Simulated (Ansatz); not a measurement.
# La2O3 (P-3m1) in Ansatz: further runs

The runs below take La2O3 through band structure, with RPBE, r2SCAN+U.

Program: Ansatz 0.2.0. These are calculated values, not measurements. Logs are shortened: lines on timing, memory, paths and dates and some standing lists are left out, and cuts for length are marked.

## Step 1: The crystal as given

Symmetry: P-3m1, No. 164, trigonal system. The conventional cell has a = 3.931 Å, b = 3.931 Å, c = 6.112 Å, α = 90.00°, β = 90.00°, γ = 120.00°. Around La (site symmetry 3m) lie 4 O at 2.36 to 2.44 Å. O (site symmetry -3m) has 6 La at 2.72 Å as nearest neighbours. O (site symmetry 3m) is surrounded by 4 La at 2.36 to 2.44 Å.

The cell is a database's computed one.

## Step 2: Band structure, RPBE

Input file input.yaml:

```yaml
crystal:
  lattice:
    - [3.930777878, 0.0, 0.0]
    - [-1.965388939, 3.404153499, 0.0]
    - [0.0, 0.0, 6.11195352]
  atoms:
    - { symbol: La, position: [0.3333333333, 0.6666666667, 0.24623568] }
    - { symbol: La, position: [0.6666666667, 0.3333333333, 0.75376432] }
    - { symbol: O, position: [0.0, 0.0, 0.0] }
    - { symbol: O, position: [0.3333333333, 0.6666666667, 0.64589065] }
    - { symbol: O, position: [0.6666666667, 0.3333333333, 0.35410935] }
hamiltonian:
  xc: rpbe
  pseudopotentials: { kind: paw }
kpoints:
  mp_grid: { grid: [8, 8, 5] }
  band_path:
    path:
      - [[0.0, 0.0, 0.0], [0.5, 0.0, 0.0], [0.3333333333, 0.3333333333, 0.0], [0.0, 0.0, 0.0], [0.0, 0.0, 0.5], [0.5, 0.0, 0.5], [0.3333333333, 0.3333333333, 0.5], [0.0, 0.0, 0.5]]
      - [[0.5, 0.0, 0.5], [0.5, 0.0, 0.0]]
      - [[0.3333333333, 0.3333333333, 0.0], [0.3333333333, 0.3333333333, 0.5]]
    npoints: 14
scf:
  occupations: { method: fermi_dirac, width: 0.05 }
  n_extra_bands: 12
output:
  forces: true
  stress: true
  eigenvalues: true
  fatbands: false
  write_density: true
  write_potential: true
  elf: true
  volumetric_format: npy
```

Potentials or basis: Ansatz PAW.

Run with:

```sh
ansatz run input.yaml --threads 2 --pin off --max-ram 5632MiB --backend cpu --events-out ev --progress --plain --runs-dir out
```

Log:

```text
Warning: RAYON_NUM_THREADS=2 ignored (pool sized by the plan → 2); use --threads N
scf.n_extra_bands = 12 over 20 filled bands (N_el = 40.0): the run solves 32 bands
Engine: ansatz 0.2.0, x86_64-unknown-linux-gnu
Pseudopotentials: kind: paw
Pseudopotential: La, paw, valence charge 11, recommended cutoff 420 eV (normal), La.paw.azcp
Pseudopotential: O, paw, valence charge 6, recommended cutoff 420 eV (normal), O.paw.azcp
Functional definition: RPBE
  parameter kappa = 0.804
  parameter beta = 0.06672455060314922
  exchange = rpbe_x(kappa = kappa, mu = beta*pi^2/3)
  correlation = pbe_c(beta = beta)
Crystal: 5 atoms, lattice volume = 81.784 Å³
Basis set: ecut = 420 eV, 1641 PW (Γ), exchange–correlation on 54×54×90 points (8 copies of the dense FFT grid, shifted against one another)
Bands: 32, of which v1, the nominal top of the filled ones, is band 20 counted from 1 (19 counted from 0)
Symmetry: 12 space group operations
Space group: P-3m1 (ITA 164), of the structure as read, at distance tolerance 4.3e-5 Å
k-points: 40 of 320
Non-local potential: La, projectors of the file, l = 0: 3, l = 1: 2, l = 2: 2, l = 3: 3
Non-local potential: O, projectors of the file, l = 0: 2, l = 1: 2, l = 2: 1
PAW form: soft (Blöchl's): semilocal exchange-correlation on the pseudo side does not see the compensation charge
PAW frozen core: La, regenerated for the run's functional, and the local potential with it (the file was generated under x = pbe(κ = 0.804, μ = 0.2195149727645171), c = pbe(β = 0.06672455060314922))
PAW frozen core: O, regenerated for the run's functional, and the local potential with it (the file was generated under x = pbe(κ = 0.804, μ = 0.2195149727645171), c = pbe(β = 0.06672455060314922))
PAW one-centre angular grid: La, 590 points (default); XC on 64 Gauss nodes
PAW one-centre angular grid: O, 110 points (default); XC on 64 Gauss nodes
Initial density: superposition of atomic densities (neutral atoms: chi_scale 0, normalization atom), corrected by the library's trained network
Initial wavefunctions: pseudopotential atomic-orbital guess
Functional: x = rpbe, c = pbe(β = 0.06672455060314922)
SCF iter   1: F=—  HF=-14236.473957 eV  |F-HF|=—  |Δ(HF+E_count)|=         —  Δρ=4.27e-3  dr2=1.72e-2  ethr=1.77e-3  ⟨swp⟩=4.5  Hψ=5036  notcnv=0
preconditioner: auto → Resta (q_TF=auto, 2.422 Å⁻¹)  ε∞=4.6  [insulator: Δε(μ)=3.999 eV  Ē_g=12.913 eV  σ=0.050 eV  W_gap=1.00  n_scr=22 (ndim 8)  ℏωp=24.6 eV  f_vac=0.023  D(μ)=0.00/eV (n_scr^D=0)  ε∞_Penn≈4.6]
SCF iter   2: F=—  HF=-14236.472739 eV  |F-HF|=—  |Δ(HF+E_count)|=   1.22e-3  Δρ=2.52e-3  dr2=2.66e-3  ethr=4.31e-5  ⟨swp⟩=2.0  Hψ=2173  notcnv=0  defer=13
SCF iter   3: F=—  HF=-14236.473122 eV  |F-HF|=—  |Δ(HF+E_count)|=   3.83e-4  Δρ=1.14e-3  dr2=1.09e-3  ethr=6.64e-6  ⟨swp⟩=2.0  Hψ=1678  notcnv=0  defer=13
SCF iter   4: F=—  HF=-14236.473449 eV  |F-HF|=—  |Δ(HF+E_count)|=   3.26e-4  Δρ=3.57e-4  dr2=1.34e-4  ethr=2.74e-6  ⟨swp⟩=2.3  Hψ=1489  notcnv=0  defer=13
SCF iter   5: F=—  HF=-14236.473468 eV  |F-HF|=—  |Δ(HF+E_count)|=   1.88e-5  Δρ=1.42e-4  dr2=2.17e-5  ethr=3.35e-7  ⟨swp⟩=2.1  Hψ=1603  notcnv=0  defer=13
SCF iter   6: F=—  HF=-14236.473487 eV  |F-HF|=—  |Δ(HF+E_count)|=   1.89e-5  Δρ=3.98e-5  dr2=1.85e-6  ethr=5.44e-8  ⟨swp⟩=2.1  Hψ=1718  notcnv=0  defer=12
SCF iter   7: F=—  HF=-14236.473493 eV  |F-HF|=—  |Δ(HF+E_count)|=   6.75e-6  Δρ=1.19e-5  dr2=1.36e-7  ethr=4.64e-9  ⟨swp⟩=2.0  Hψ=1751  notcnv=0  defer=12
SCF iter   8: F=-14236.473494 eV  HF=-14236.473494 eV  |F-HF|=3.08e-8  |Δ(HF+E_count)|=   9.71e-7  Δρ=2.36e-6  dr2=4.48e-9  ethr=2.50e-10  ⟨swp⟩=13.8  Hψ=9864  notcnv=0
SCF 1 converged in 8 iterations: F = -14236.473494 eV  dr2 = 4.48e-9
NSCF: frozen V_eff on 129 k-points
SCF converged after 8 iterations
Free energy (F): -14236.473494 eV
Harris-Foulkes:  -14236.473494 eV  (|F-HF|=3.08e-8)
Internal energy: -14236.473494 eV  (E = F + TS)
E sigma→0 (E₀):  -14236.473494 eV
Fermi energy:    11.843663 eV
--- Per-component energies (eV) ---
  E_band       = -1.788371
  E_kinetic    = 915.139433
  E_local      = -1532.433369  (includes V_loc(G=0)·N_el)
  E_nonlocal   = 332.691762
  E_hartree    = 549.214518
  E_xc         = -505.758454
  E_vxc        = -583.256602  (∫ρ·V_xc dr)
  E_paw        = -11330.717025  (= ΣΔE_a)
  E_vpaw       = -232.366040  (= ΣTr[D̂ρ^β])
  E_aug_tail   = 0.007129  (compensation charges beyond the density's cutoff)
  E_ewald      = -2664.442448
  E_core_change = -0.175041  (= ΣΔE_core)
  E_smearing   = -0.000000  (= −TS)
  E_closure    = 0.000000  (closes the sum)
  Σ components = -14236.473494   (vs F -14236.473494, Δ=0.00e0)
--- Forces (eV/Å), atoms counted from 1 ---
  atom   1  La    -0.00000000     0.00000000    -0.05574515
  atom   2  La     0.00000000    -0.00000000     0.05574515
  atom   3  O      0.00000000    -0.00000000     0.00000000
  atom   4  O     -0.00000000    -0.00000000     0.01718098
  atom   5  O     -0.00000000     0.00000000    -0.01718098
  max |Σ_I F_I| component: 3.47e-17 eV/Å
--- Stress (GPa, compression-positive) ---
        4.954292      -0.000000       0.000000
       -0.000000       4.954292       0.000000
        0.000000      -0.000000       5.192694
  P = ⅓ Tr σ = 5.0338 GPa (50.338 kbar)
--- Band table (eV; the first three rows and the last of 40) ---
  k-point 0: bands = ["-20.0044", "-19.7619", "-7.1581", "-5.9432", "-5.4686", "-3.4723", "-3.4723", "-3.2423", "-3.2423", "-3.1527", "-2.4261", "7.4861", "7.4861", "7.6589", "7.6589", "7.7801", "8.2266", "9.4844", "9.4844", "9.7445", "14.2500", "14.4584", "14.4584", "15.0730", "15.1413", "15.1413", "15.1603", "15.3779", "15.3779", "15.3834", "15.4076", "15.4214"]
  k-point 1: bands = ["-19.9823", "-19.7855", "-7.1013", "-5.9412", "-5.5742", "-3.4531", "-3.4531", "-3.2622", "-3.2622", "-3.0820", "-2.4296", "7.3134", "7.3134", "7.5202", "7.8237", "7.8237", "8.4989", "9.5143", "9.5143", "9.5485", "14.3188", "14.4957", "14.4957", "15.0210", "15.1436", "15.1436", "15.1573", "15.3464", "15.3464", "15.3856", "15.4054", "15.4965"]
  k-point 2: bands = ["-19.9250", "-19.8455", "-6.9923", "-5.9612", "-5.7302", "-3.4076", "-3.4076", "-3.3087", "-3.3087", "-2.9750", "-2.4368", "7.1697", "7.1697", "7.2970", "7.9494", "7.9494", "8.7918", "9.1913", "9.5687", "9.5687", "14.4841", "14.5507", "14.5507", "14.8533", "15.1571", "15.1571", "15.2851", "15.2851", "15.3111", "15.3914", "15.3995", "15.4817"]
  k-point 39: bands = ["-19.7434", "-19.7321", "-7.5721", "-7.4814", "-5.8974", "-3.9888", "-3.5842", "-3.5055", "-3.1094", "-2.0415", "-1.8784", "7.4246", "7.8060", "8.1794", "8.3977", "8.6210", "9.2404", "9.3597", "9.6785", "9.6847", "14.1792", "14.5609", "14.7759", "14.8257", "15.0144", "15.1377", "15.1568", "15.1577", "15.1847", "15.2527", "15.3511", "15.3969"]
```

Run time: 6.7 s. Hardware: 2 threads of Intel Xeon at 2.70GHz, shared host; peak memory 0.49 GiB.

Results:

| Property | Result |
| --- | --- |
| Free energy | -14236.4735 eV |
| Pressure | 5.0 GPa |
| Largest force | 0.056 eV/Å |
| Band gap on the k mesh | 3.95 eV, indirect (least direct gap 4.16 eV) |
| Band gap along the path | 3.91 eV, indirect (least direct gap 4.08 eV) |

Forces on the atoms (eV/Å):
```
La   0.000  0.000 -0.056
La   0.000  0.000  0.056
O    0.000  0.000  0.000
O    0.000  0.000  0.017
O    0.000  0.000 -0.017
```

Stress tensor (GPa, compression positive):
```
4.95 0.00 0.00
0.00 4.95 0.00
0.00 0.00 5.19
```

Levels at the corners of the path, in eV from the valence-band top:
| point | band 17 | band 18 | band 19 | band 20 | band 21 | band 22 | band 23 | band 24 |
| --- | --- | --- | --- | --- | --- | --- | --- | --- |
| Γ | -1.64 | -0.38 | -0.38 | -0.12 | 4.38 | 4.59 | 4.59 | 5.21 |
| M | -0.73 | -0.67 | -0.41 | -0.30 | 3.91 | 4.69 | 5.08 | 5.15 |
| K | -0.81 | -0.81 | -0.78 | -0.12 | 3.96 | 4.72 | 4.72 | 4.91 |
| Γ | -1.64 | -0.38 | -0.38 | -0.12 | 4.38 | 4.59 | 4.59 | 5.21 |
| A | -1.00 | -0.76 | -0.29 | -0.29 | 4.67 | 4.69 | 4.69 | 4.94 |
| L | -0.96 | -0.70 | -0.37 | 0.00 | 4.40 | 4.65 | 4.98 | 5.11 |
| H | -0.54 | -0.28 | -0.28 | -0.24 | 4.32 | 4.83 | 4.87 | 4.87 |
| A | -1.00 | -0.76 | -0.29 | -0.29 | 4.67 | 4.69 | 4.69 | 4.94 |
| L | -0.96 | -0.70 | -0.37 | 0.00 | 4.40 | 4.65 | 4.98 | 5.11 |
| M | -0.73 | -0.67 | -0.41 | -0.30 | 3.91 | 4.69 | 5.08 | 5.15 |
| K | -0.81 | -0.81 | -0.78 | -0.12 | 3.96 | 4.72 | 4.72 | 4.91 |
| H | -0.54 | -0.28 | -0.28 | -0.24 | 4.32 | 4.83 | 4.87 | 4.87 |

Caveat: the pressure holds a Pulay correction of +0.4 GPa for the finite cutoff; spin-orbit coupling is left out, which moves the levels of the heavy elements; the PAW data sets come from PBE, with cores solved anew for the run's functional, which leaves a small shift of forces and pressure. RPBE gaps usually lie below the measured ones, often by a third to a half.

## Step 3: Band structure, r2SCAN+U

input.yaml, as its differences from that of step 2:

```diff
@@ -12,4 +12,5 @@
 hamiltonian:
-  xc: rpbe
+  xc: r2scan
   pseudopotentials: { kind: paw }
+  hubbard: { sites: [{ species: La, l: f, u_eff: 8.0 }] }
 kpoints:
@@ -30,5 +31 @@
   fatbands: false
-  write_density: true
-  write_potential: true
-  elf: true
-  volumetric_format: npy
```

Potentials or basis: Ansatz PAW.

Run with:

```sh
ansatz run input.yaml --threads 2 --pin off --max-ram 5632MiB --backend cpu --events-out ev --progress --plain --runs-dir out
```

Wall time 16 s (2 threads of Intel Xeon at 2.70GHz, shared host); peak memory 0.84 GiB.

It converged, with:

- Free energy: -14244.3261 eV
- Pressure: 4.5 GPa
- Largest force: 0.102 eV/Å
- Band gap on the k mesh: 4.28 eV, indirect (least direct gap 4.44 eV)
- Band gap along the path: 4.18 eV, indirect (least direct gap 4.31 eV)

Forces in eV/Å, atoms in the order of the input:
```
La   0.000  0.000 -0.102
La   0.000  0.000  0.102
O    0.000  0.000  0.000
O    0.000  0.000 -0.020
O    0.000  0.000  0.020
```

Stress tensor (GPa, compression positive):
```
4.68 0.00 0.00
0.00 4.68 0.00
0.00 0.00 4.03
```

Levels at the corners of the path, in eV from the valence-band top:
```csv
point,band 18,band 19,band 20,band 21,band 22,band 23
Γ,-0.30,-0.30,-0.04,5.18,5.18,5.32
M,-0.66,-0.40,-0.25,4.43,6.09,6.50
K,-0.85,-0.85,-0.13,4.18,5.85,5.85
Γ,-0.30,-0.30,-0.04,5.18,5.18,5.32
A,-0.70,-0.19,-0.19,5.69,5.69,6.24
L,-0.71,-0.34,0.00,5.46,5.48,7.17
H,-0.28,-0.28,-0.25,4.90,5.60,6.69
A,-0.70,-0.19,-0.19,5.69,5.69,6.24
L,-0.71,-0.34,0.00,5.46,5.48,7.17
M,-0.66,-0.40,-0.25,4.43,6.09,6.50
K,-0.85,-0.85,-0.13,4.18,5.85,5.85
H,-0.28,-0.28,-0.25,4.90,5.60,6.69
```

Eigenvalues of the final occupation matrices:
```tsv
site	spin	trace	eigenvalues
site 1	1	0.06	0.01 0.01 0.01 0.01 0.01 0.01 0.02
site 2	1	0.06	0.01 0.01 0.01 0.01 0.01 0.01 0.02
```

Caveat: the magnetic or orbital state may not be the lowest; the k mesh misses the band edges, so the gap on the mesh is wider than the one along the path; spin-orbit coupling is left out, which moves the levels of the heavy elements; the PAW data sets come from PBE, with cores solved anew for the run's functional, which leaves a small shift of forces and pressure.
